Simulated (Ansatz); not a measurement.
Mg: distorted cells

Computed with DFT PBEsol, scalar-relativistic, plane waves, PAW (Ansatz).

Cutoff 420 eV; k points 16×16×16 on the computed 1-atom cell (Γ-centred); Gaussian smearing, width 0.10 eV; no spin polarisation.

Reference cell:

```
Mg
1.0
     0.00000    2.24426    2.24426
     2.24426    0.00000    2.24426
     2.24426    2.24426    0.00000
Mg
1
Cartesian
  0.0000 0.0000 0.0000
```

Each variant moves atoms of this cell by the vectors given, if any (Å), and then applies a symmetric strain (tensor components, Cartesian axes). The reference cell isn't relaxed at this level. Energies are per atom at zero smearing, counted from the lowest variant. Pressure is positive in compression.

1. strain (xx yy zz yz xz xy, %) 0.21 0.21 0.21 0.00 0.00 0.00
2. strain (xx yy zz yz xz xy, %) 3.34 3.34 3.34 0.00 0.00 0.00
3. strain (xx yy zz yz xz xy, %) 2.67 2.67 2.67 0.00 0.00 0.00

```csv
variant,ΔE (meV/atom),P (GPa),space group
1,0.0,-0.11,Fm-3m
2,22.1,-2.90,Fm-3m
3,14.1,-2.39,Fm-3m
```

This fcc form isn't the element's structure at ambient conditions.